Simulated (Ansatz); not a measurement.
# GaN: the cost of one run

Computed with Ansatz 0.2.0 (DFT PBE, scalar-relativistic, plane waves, PAW, unless a step's input says otherwise).

### 1 The starting structure

Symmetry: P4_2/mnm, No. 136, tetragonal system. Conventional cell: a = 5.535 Å, b = 5.535 Å, c = 3.214 Å, α = 90.00°, β = 90.00°, γ = 90.00°. Ga (site symmetry m2m) has 4 N at 1.94 to 2.00 Å as nearest neighbours. N (site symmetry m2m) has 4 Ga at 1.94 to 2.00 Å as nearest neighbours.

As a file:

```
Ga N
1.0
     5.53494    0.00000    0.00000
     0.00000    5.53494    0.00000
     0.00000    0.00000    3.21414
Ga N
4 4
Direct
  0.67940 0.67940 0.00000
  0.17940 0.82060 0.50000
  0.82060 0.17940 0.50000
  0.32060 0.32060 0.00000
  0.81780 0.81780 0.50000
  0.18220 0.18220 0.50000
  0.68220 0.31780 0.00000
  0.31780 0.68220 0.00000
```

The cell was relaxed beforehand at this level, from a generated guess; it is a trial structure. At a tolerance of 0.02 Å it has space group P4_2/mnm (No. 136); it has 12.31 Å³/atom, an uncorrected energy of -0.40 eV/atom over the elements.

### 2 Bands, states and charges

Input file input.yaml:

```yaml
crystal:
  lattice:
    - [5.5349382994, 0.0, 0.0]
    - [0.0, 5.5349382994, 0.0]
    - [0.0, 0.0, 3.2141444966]
  atoms:
    - { symbol: Ga, position: [0.6794024823, 0.6794024823, 0.0] }
    - { symbol: Ga, position: [0.1794024823, 0.8205975177, 0.5] }
    - { symbol: Ga, position: [0.8205975177, 0.1794024823, 0.5] }
    - { symbol: Ga, position: [0.3205975177, 0.3205975177, 0.0] }
    - { symbol: "N", position: [0.8178022195, 0.8178022195, 0.5] }
    - { symbol: "N", position: [0.1821977805, 0.1821977805, 0.5] }
    - { symbol: "N", position: [0.6821977805, 0.3178022195, 0.0] }
    - { symbol: "N", position: [0.3178022195, 0.6821977805, 0.0] }
basis:
  ecutwfc: 420
kpoints:
  mp_grid: { grid: [6, 6, 8] }
  band_path:
    path:
      - [[0.0, 0.0, 0.0], [0.0, 0.5, 0.0], [0.5, 0.5, 0.0], [0.0, 0.0, 0.0], [0.0, 0.0, 0.5], [0.0, 0.5, 0.5], [0.5, 0.5, 0.5], [0.0, 0.0, 0.5]]
      - [[0.0, 0.5, 0.0], [0.0, 0.5, 0.5]]
      - [[0.5, 0.5, 0.0], [0.5, 0.5, 0.5]]
    npoints: 14
hamiltonian:
  xc: pbe
scf:
  occupations: { method: gaussian, width: 0.02 }
  n_extra_bands: 20
output:
  forces: true
  stress: true
  eigenvalues: true
  populations: true
  dos: { projected: true, de: 0.02, nscf_kmesh: { grid: [9, 9, 12] } }
  bader: true
  write_density: true
  write_potential: true
  elf: true
  volumetric_format: npy
```

Command:

```
$ ansatz run input.yaml --threads 1 --pin off --max-ram 2560MiB --backend cpu --events-out ev --progress --plain --runs-dir out
```

Q: Estimate wall time and peak memory on 1 thread of Arm Neoverse V1, shared host.

About 2.5 min, with a peak of 0.62 GiB.
